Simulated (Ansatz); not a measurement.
Relaxed InN (zinc blende):

```yaml
crystal:
  lattice:
    - [0.00000, 4.99920, 4.99920]
    - [2.49960, 0.00000, 2.49960]
    - [2.49960, 2.49960, 0.00000]
  atoms:
    - { symbol: N, position: [0.37500, 0.75000, 0.75000] }
    - { symbol: N, position: [0.87500, 0.75000, 0.75000] }
    - { symbol: In, position: [0.00000, 0.00000, 0.00000] }
    - { symbol: In, position: [0.50000, 0.00000, 0.00000] }
```

The atoms are displaced by Q × the pattern below (from a DFPT mode at L = (0.5, 0.0, 0.0), largest move 1; Q in Å), at fixed cell. (q is in reciprocal vectors of the primitive cell; the cell shown is doubled to hold the pattern.)

```
atom       x       y       z
----  ------  ------  ------
N1     0.577  -0.577  -0.577
N2    -0.577   0.577   0.577
In3   -0.016   0.016   0.016
In4    0.016  -0.016  -0.016
```

The numbers are results of r2SCAN (plane waves to 500 eV, PAW, scalar-relativistic; Ansatz, a first-principles code), not measurements. k mesh 11×11×11 (Γ-centred), Fermi-Dirac smearing 0.05 eV. Energies are smeared free energies. With partly filled bands, energies and forces of such displacements shift with the k mesh and the smearing. At this level the bands of InN touch or barely overlap; measurements give the solid a gap. InN was relaxed with its symmetry unable to fall. The zero of ΔE is the undisplaced structure. The last digit holds for this mesh only.

```csv
Q (Å),ΔE (meV/cell)
-0.2800,1457.3
-0.2333,992.3
-0.1867,625.1
-0.1400,withheld
-0.0933,153.0
-0.0467,38.1
0.0000,0.0
0.0467,38.1
0.0933,153.0
0.1400,withheld
0.1867,625.1
0.2333,992.3
0.2800,1457.3
```

Task: Fit an even polynomial form (powers 2, 4) to the given rows and predict ΔE at Q = 0.1400.

Result: Least squares on the 11 given rows: ΔE = (17420)·Q² + (14930)·Q⁴, in meV/cell with Q in Å; root-mean-square residual 0.17 meV/cell. At 0.1400 the fit gives 347.2 meV/cell; the calculation gives 347.3 meV/cell, so the interpolation is off by -0.1 (-0.0 %). The quadratic term alone would give 341.4 meV/cell.

(For displaced atoms, the force is minus the slope of the energy, and its curvature is a force constant, which sets phonon frequencies.)
